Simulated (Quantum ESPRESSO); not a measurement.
# MgO (Fm-3m) in Quantum ESPRESSO: notebook, part 2 of 4

Quantum ESPRESSO 7.5. Earlier steps stand in the parts before.

### 3 Phonons, PBEsol

Input file pw.in:

```
&CONTROL
  calculation = 'scf'
  prefix = 'pwscf'
  outdir = './tmp'
  pseudo_dir = './pseudo'
  tprnfor = .true.
  tstress = .true.
  disk_io = 'low'
/
&SYSTEM
  ibrav = 0
  nat = 2
  ntyp = 2
  ecutwfc = 45
  ecutrho = 360
  nbnd = 14
  occupations = 'smearing'
  smearing = 'fd'
  degauss = 0.00367493
/
&ELECTRONS
  conv_thr = 4d-10
  electron_maxstep = 120
  mixing_beta = 0.5
/
ATOMIC_SPECIES
Mg    24.3050 mg_pbesol_v1.4.uspp.F.UPF
O     15.9990 o_pbesol_v1.2.uspp.F.UPF
CELL_PARAMETERS angstrom
   0.0000000000    2.0970013927    2.0970013927
   2.0970013927    0.0000000000    2.0970013927
   2.0970013927    2.0970013927    0.0000000000
ATOMIC_POSITIONS angstrom
Mg     0.0000000000    0.0000000000    0.0000000000
O      2.0970013927    2.0970013927    2.0970013927
K_POINTS automatic
6 6 6 1 1 1
```

Input file relax.in:

```
&CONTROL
  calculation = 'vc-relax'
  prefix = 'pwscf'
  outdir = './tmp'
  pseudo_dir = './pseudo'
  tprnfor = .true.
  tstress = .true.
  disk_io = 'low'
  nstep = 40
  forc_conv_thr = 0.0001
  etot_conv_thr = 1d-06
/
&SYSTEM
  ibrav = 0
  nat = 2
  ntyp = 2
  ecutwfc = 45
  ecutrho = 360
  nbnd = 14
  occupations = 'smearing'
  smearing = 'fd'
  degauss = 0.00367493
/
&ELECTRONS
  conv_thr = 4d-10
  electron_maxstep = 120
  mixing_beta = 0.5
/
&IONS
  ion_dynamics = 'bfgs'
/
&CELL
  cell_dynamics = 'bfgs'
  press = 0
  press_conv_thr = 0.2
/
ATOMIC_SPECIES
Mg    24.3050 mg_pbesol_v1.4.uspp.F.UPF
O     15.9990 o_pbesol_v1.2.uspp.F.UPF
CELL_PARAMETERS angstrom
   0.0000000000    2.0970013927    2.0970013927
   2.0970013927    0.0000000000    2.0970013927
   2.0970013927    2.0970013927    0.0000000000
ATOMIC_POSITIONS angstrom
Mg     0.0000000000    0.0000000000    0.0000000000
O      2.0970013927    2.0970013927    2.0970013927
K_POINTS automatic
6 6 6 1 1 1
```

Input file scf2.in:

```
&CONTROL
  calculation = 'scf'
  prefix = 'pwscf'
  outdir = './tmp'
  pseudo_dir = './pseudo'
  tprnfor = .true.
  tstress = .true.
  disk_io = 'low'
/
&SYSTEM
  ibrav = 0
  nat = 2
  ntyp = 2
  ecutwfc = 45
  ecutrho = 360
  nbnd = 14
  occupations = 'fixed'
/
&ELECTRONS
  conv_thr = 1d-13
  electron_maxstep = 120
  mixing_beta = 0.5
  startingpot = 'file'
  startingwfc = 'file'
/
ATOMIC_SPECIES
Mg    24.3050 mg_pbesol_v1.4.uspp.F.UPF
O     15.9990 o_pbesol_v1.2.uspp.F.UPF
CELL_PARAMETERS angstrom
   0.0000000000    2.1074191697    2.1074191697
   2.1074191697    0.0000000000    2.1074191697
   2.1074191697    2.1074191697    0.0000000000
ATOMIC_POSITIONS angstrom
Mg     0.0000000000    0.0000000000    0.0000000000
O      2.1074191697    2.1074191697    2.1074191697
K_POINTS automatic
6 6 6 1 1 1
```

Input file ph.in:

```
phonons of MgO
&INPUTPH
  prefix = 'pwscf'
  outdir = './tmp'
  tr2_ph = 1d-18
  fildyn = 'dyn'
  niter_ph = 90
  alpha_mix(1) = 0.7
  epsil = .true.
/
0.0000000000 0.0000000000 0.0000000000
```

Input file dynmat.in:

```
&INPUT
  fildyn = 'dyn'
  asr = 'crystal'
  lperm = .true.
  filout = 'dynmat.disp'
  fileig = 'dynmat.eig'
/
```

Input file dynmat_lo.in:

```
&INPUT
  fildyn = 'dyn'
  asr = 'crystal'
  filout = 'dynmat_lo.disp'
  fileig = 'dynmat_lo.eig'
  q(1) = 0
  q(2) = 0
  q(3) = 1
/
```

Potentials or basis: GBRV 1.5 PBEsol.

Started as:

```bash
> OMP_NUM_THREADS=1 pw.x -in pw.in > pw.out
> OMP_NUM_THREADS=1 pw.x -in relax.in > relax.out
> OMP_NUM_THREADS=1 pw.x -in scf2.in > scf2.out
> OMP_NUM_THREADS=1 ph.x -in ph.in > ph.out
> OMP_NUM_THREADS=1 dynmat.x -in dynmat.in > dynmat.out
> OMP_NUM_THREADS=1 dynmat.x -in dynmat_lo.in > dynmat_lo.out
```

pw.out:

```text
This program is part of the open-source Quantum ESPRESSO suite
     for quantum simulation of materials; please cite
[... 9 lines left out ...]
     --------------------
     sticks:   dense  smooth     PW     G-vecs:    dense   smooth      PW
     Sum         769     379    127                14331     5029     965

     Using Slab Decomposition

     bravais-lattice index     =            0
     lattice parameter (alat)  =       5.6042  a.u.
     unit-cell volume          =     124.4580 (a.u.)^3
     number of atoms/cell      =            2
     number of atomic types    =            2
     number of electrons       =        16.00
     number of Kohn-Sham states=           14
     kinetic-energy cutoff     =      45.0000  Ry
     charge density cutoff     =     360.0000  Ry
     scf convergence threshold =      4.0E-10
     mixing beta               =       0.5000
     number of iterations used =            8  plain     mixing
     Exchange-correlation= SLA  PW   PSX  PSC
                           (   1   4  10   8   0   0   0)

     celldm(1)=   5.604187  celldm(2)=   0.000000  celldm(3)=   0.000000
     celldm(4)=   0.000000  celldm(5)=   0.000000  celldm(6)=   0.000000

[... 8 lines left out ...]
               b(3) = (  0.707107  0.707107 -0.707107 )

     PseudoPot. # 1 for Mg read from file:
     mg_pbesol_v1.4.uspp.F.UPF
     Pseudo is Ultrasoft, Zval = 10.0
     Generated by new atomic code, or converted to UPF format
     Using radial grid of  821 points,  7 beta functions with:
                l(1) =   0
                l(2) =   0
                l(3) =   0
                l(4) =   1
                l(5) =   1
                l(6) =   2
                l(7) =   2
     Q(r) pseudized with  8 coefficients,  rinner =    1.200   1.200   1.200
                                                       1.200   1.200

     PseudoPot. # 2 for O  read from file:
     o_pbesol_v1.2.uspp.F.UPF
     Pseudo is Ultrasoft + core correction, Zval =  6.0
     Generated by new atomic code, or converted to UPF format
     Using radial grid of  737 points,  5 beta functions with:
                l(1) =   0
                l(2) =   0
                l(3) =   1
                l(4) =   1
                l(5) =   2
     Q(r) pseudized with  8 coefficients,  rinner =    0.900   0.900   0.900
                                                       0.900   0.900

     atomic species   valence    mass     pseudopotential
     Mg               10.00    24.30500     Mg( 1.00)
     O                 6.00    15.99900     O ( 1.00)

     48 Sym. Ops., with inversion, found

   Cartesian axes

     site n.     atom                  positions (alat units)
         1        Mg     tau(   1) = (   0.0000000   0.0000000   0.0000000  )
         2        O      tau(   2) = (   0.7071068   0.7071068   0.7071068  )

     number of k points=    28  Fermi-Dirac smearing, width (Ry)=  0.0037
                       cart. coord. in units 2pi/alat
        k(    1) = (   0.0589256   0.0589256   0.0589256), wk =   0.0185185
        k(    2) = (   0.1767767   0.1767767  -0.0589256), wk =   0.0555556
        k(    3) = (   0.2946278   0.2946278  -0.1767767), wk =   0.0555556
        k(    4) = (  -0.2946278  -0.2946278   0.4124790), wk =   0.0555556
        k(    5) = (  -0.1767767  -0.1767767   0.2946278), wk =   0.0555556
        k(    6) = (  -0.0589256  -0.0589256   0.1767767), wk =   0.0555556
[... 20 lines left out ...]
        k(   27) = (   0.2946278   0.2946278   0.2946278), wk =   0.0185185
        k(   28) = (  -0.2946278  -0.2946278   0.8838835), wk =   0.0555556

     Dense  grid:    14331 G-vectors     FFT dimensions: (  36,  36,  36)

     Smooth grid:     5029 G-vectors     FFT dimensions: (  24,  24,  24)

     Check: negative core charge=   -0.000002

     Initial potential from superposition of free atoms

     starting charge      15.6998, renormalised to      16.0000
     Starting wfcs are    9 randomized atomic wfcs +    5 random wfcs

     Self-consistent Calculation

     iteration #  1     ecut=    45.00 Ry     beta= 0.50
     Davidson diagonalization with overlap
     ethr =  1.00E-02,  avg # of iterations =  5.6

     total energy              =    -157.50710426 Ry
     estimated scf accuracy    <       0.34615107 Ry
[... 43 lines left out ...]
     iteration #  8     ecut=    45.00 Ry     beta= 0.50
     Davidson diagonalization with overlap
     ethr =  1.18E-11,  avg # of iterations =  2.0

     End of self-consistent calculation

          k = 0.0589 0.0589 0.0589 (   624 PWs)   bands (ev):

   -63.9854 -30.9313 -30.9256 -30.9256  -9.2888   7.3832   7.8131   7.8131
    13.1085  22.6147  23.7644  23.7644  28.7398  28.8242
[... 73 lines left out ...]
   -63.9734 -31.0017 -30.9582 -30.9546  -7.7711   3.7933   6.2901   6.5273
    17.0891  18.1085  20.9119  26.7061  26.7488  33.7632

          k =-0.5303 0.1768-0.0589 (   641 PWs)   bands (ev):

   -63.9748 -30.9943 -30.9582 -30.9486  -7.9130   4.1077   6.0660   6.6447
    17.8482  18.5780  21.0832  25.4780  26.9948  32.4008

          k =-0.4125 0.0589 0.0589 (   631 PWs)   bands (ev):
[... 51 lines left out ...]
   -63.9754 -31.0087 -30.9502 -30.9374  -7.9004   3.5441   6.2399   7.0560
    16.8811  20.2468  22.0911  24.8588  28.5592  30.2033

     the Fermi energy is     9.5761 ev

!    total energy              =    -157.60515735 Ry
     estimated scf accuracy    <          3.6E-10 Ry
     smearing contrib. (-TS)   =      -0.00000000 Ry
     internal energy E=F+TS    =    -157.60515735 Ry

     The total energy is F=E-TS. E is the sum of the following terms:
     one-electron contribution =     -86.23505357 Ry
     hartree contribution      =      47.90634194 Ry
     xc contribution           =     -24.10168003 Ry
     ewald contribution        =     -95.17476569 Ry

     convergence has been achieved in   8 iterations

     Forces acting on atoms (cartesian axes, Ry/au):

     atom    1 type  1   force =    -0.00000000   -0.00000000    0.00000000
     atom    2 type  2   force =     0.00000000    0.00000000   -0.00000000

     Total force =     0.000000     Total SCF correction =     0.000000

     Computing stress (Cartesian axis) and pressure

          total   stress  (Ry/bohr**3)                   (kbar)     P=       23.98
   0.00016300   0.00000000   0.00000000           23.98        0.00        0.00
   0.00000000   0.00016300   0.00000000            0.00       23.98        0.00
   0.00000000   0.00000000   0.00016300            0.00        0.00       23.98

=------------------------------------------------------------------------------=
   JOB DONE.
=------------------------------------------------------------------------------=
```

relax.out:

```text
This program is part of the open-source Quantum ESPRESSO suite
     for quantum simulation of materials; please cite
[... 9 lines left out ...]
     --------------------
     sticks:   dense  smooth     PW     G-vecs:    dense   smooth      PW
     Sum         769     379    127                14331     5029     965
[... 1427 lines left out ...]
  -0.00000152   0.00000000   0.00000000           -0.22        0.00        0.00
   0.00000000  -0.00000152   0.00000000            0.00       -0.22        0.00
   0.00000000   0.00000000  -0.00000152            0.00        0.00       -0.22

=------------------------------------------------------------------------------=
   JOB DONE.
=------------------------------------------------------------------------------=
```

scf2.out:

```text
This program is part of the open-source Quantum ESPRESSO suite
     for quantum simulation of materials; please cite
[... 9 lines left out ...]
     --------------------
     sticks:   dense  smooth     PW     G-vecs:    dense   smooth      PW
     Sum         769     385    127                14361     5065     965
[... 303 lines left out ...]
  -0.00000155  -0.00000000  -0.00000000           -0.23       -0.00       -0.00
  -0.00000000  -0.00000155   0.00000000           -0.00       -0.23        0.00
   0.00000000   0.00000000  -0.00000155            0.00        0.00       -0.23

=------------------------------------------------------------------------------=
   JOB DONE.
=------------------------------------------------------------------------------=
```

Wall time 1.9 min (1 thread of Intel Xeon Platinum 8375C at 2.90GHz (Ice Lake), shared host); peak memory 0.11 GiB.

Results:

```
Free energy                                             : -2144.3298 eV
Relaxed volume                                          : 9.36 Å³/atom
Relaxed cell                                            : a = 2.980 Å, b = 2.980 Å, c = 2.980 Å, α = 60.00°, β = 60.00°, γ = 60.00°
Space group after relaxing (to 0.05 Å)                  : Fm-3m (No. 225)
Pressure after relaxing                                 : 0.0 GPa
Electronic dielectric tensor (diagonal)                 : 3.25
Born charges (mean of the diagonal)                     : Mg +1.99; O -1.99 e
Highest phonon frequency at Γ, LO-TO splitting left out : 386 cm⁻¹
Static dielectric tensor (diagonal)                     : 10.45
```

The path:
```csv
step,energy change (eV),largest force (eV/Å),pressure (GPa),volume (Å³)
1,0.0000,0.0000,2.40,18.44
2,-0.0020,0.0000,0.42,18.67
3,-0.0020,0.0000,0.01,18.72
4,-0.0020,0.0000,0.00,18.72
```

Final structure:
```yaml
crystal:
  lattice:
    - [0.00000, 2.10742, 2.10742]
    - [2.10742, 0.00000, 2.10742]
    - [2.10742, 2.10742, 0.00000]
  atoms:
    - { symbol: Mg, position: [0.00000, 0.00000, 0.00000] }
    - { symbol: O, position: [0.50000, 0.50000, 0.50000] }
```

Phonon frequencies in cm⁻¹ (negative: imaginary):
| q point | frequencies |
| --- | --- |
| (0.000, 0.000, 0.000) | -18 -18 -18 386 386 386 |

Electronic dielectric tensor:
```
3.25 0.00 0.00
0.00 3.25 0.00
0.00 0.00 3.25
```

Born effective charge tensors (e):
atom 1, Mg
```
1.99 0.00 0.00
0.00 1.99 0.00
0.00 0.00 1.99
```
atom 2, O
```
-1.99  0.00  0.00
 0.00 -1.99  0.00
 0.00  0.00 -1.99
```

Optical modes at Γ, degenerate ones joined, polar ones without the macroscopic field:
```
cm⁻¹  components  symmetry  active in  IR intensity, summed ((D/Å)²/amu)
 386           3       T1u         IR                              28.30
```

Zone-centre frequencies without and with the macroscopic field along z (cm⁻¹):
```
                optical modes in rising order
       without                    386 386 386
with the field                    386 386 693
```

Static dielectric tensor, electrons and zone-centre modes:
```
10.45  0.00  0.00
 0.00 10.45  0.00
 0.00  0.00 10.45
```

(Part 2 of 4 ends here.)
